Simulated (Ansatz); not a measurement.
# SnO2: the cost of one run

Computed with Ansatz 0.2.0 (DFT PBE, scalar-relativistic, plane waves, PAW, unless a step's input says otherwise).

17 further runs of the same task are left out: 17 set aside as unsound or not needed.

### Step 1. Starting point

The structure is orthorhombic, space group Pbcn (No. 60). The conventional cell has a = 4.790 Å, b = 5.824 Å, c = 5.306 Å, α = 90.00°, β = 90.00°, γ = 90.00°. Sn (site symmetry 2) has 6 O at 2.06 to 2.14 Å as nearest neighbours. O (site symmetry 1) is surrounded by 3 Sn at 2.06 to 2.14 Å.

As a file:

```xyz
12
Lattice="4.7904 0.0000 0.0000 0.0000 5.8237 0.0000 0.0000 0.0000 5.3055" Properties=species:S:1:pos:R:3 pbc="T T T"
Sn    2.3952    3.8737    3.9792
Sn    0.0000    4.8618    1.3264
Sn    2.3952    1.9500    1.3264
Sn    0.0000    0.9619    3.9792
O     3.4976    3.5353    0.4147
O     1.1024    5.2002    4.8908
O     3.6880    5.2002    3.0675
O     1.2928    3.5353    2.2380
O     3.4976    2.2884    3.0675
O     1.1024    0.6235    2.2380
O     3.6880    0.6235    0.4147
O     1.2928    2.2884    4.8908
```

It goes back to an entry of the Materials Project, which need not be the stable form.

It is the result of an earlier relaxation at this level (volume 12.33 Å³/atom; gap on the mesh: 1.00 eV).

### Step 2. Plan of the line

The energy is mapped over volume and the cell's shape.

- volume per atom: 7 values from 10.36 to 14.31 Å³
- stretch along b over the lengths across it, relative to the relaxed cell: 7 values from 0.923 to 1.083

Nothing else is relaxed (fractional coordinates fixed). Energies count from the relaxed crystal. Points are written as (first, second).

### Step 3. The run at (10.36 Å³, 0.948)

The input, input.yaml:

```yaml
crystal:
  lattice:
    - [4.6011125178, 0.0, 0.0]
    - [0.0, 5.3027191111, 0.0]
    - [0.0, 0.0, 5.0959064078]
  atoms:
    - { symbol: Sn, position: [0.5, 0.6651654909, 0.75] }
    - { symbol: Sn, position: [0.0, 0.8348345091, 0.25] }
    - { symbol: Sn, position: [0.5, 0.3348345091, 0.25] }
    - { symbol: Sn, position: [0.0, 0.1651654909, 0.75] }
    - { symbol: O, position: [0.7301204267, 0.6070551964, 0.0781681515] }
    - { symbol: O, position: [0.2301204267, 0.8929448036, 0.9218318485] }
    - { symbol: O, position: [0.7698795733, 0.8929448036, 0.5781681515] }
    - { symbol: O, position: [0.2698795733, 0.6070551964, 0.4218318485] }
    - { symbol: O, position: [0.7301204267, 0.3929448036, 0.5781681515] }
    - { symbol: O, position: [0.2301204267, 0.1070551964, 0.4218318485] }
    - { symbol: O, position: [0.7698795733, 0.1070551964, 0.0781681515] }
    - { symbol: O, position: [0.2698795733, 0.3929448036, 0.9218318485] }
basis:
  ecutwfc: 520.0
kpoints:
  mp_grid: { grid: [6, 6, 6] }
hamiltonian:
  xc: pbe
  pseudopotentials: { kind: paw, azcp: { folder: soft_1 } }
scf:
  occupations: { method: gaussian, width: 0.05 }
output:
  forces: true
  stress: true
  eigenvalues: true
```

Command:

```console
$ ansatz run input.yaml --threads 4 --pin off --max-ram 8192MiB --backend cpu --events-out ev --progress --plain --runs-dir out
```

What time and memory should one allow on 4 threads of Arm Neoverse N1, shared host?

About 22 s, with a peak of 0.83 GiB.
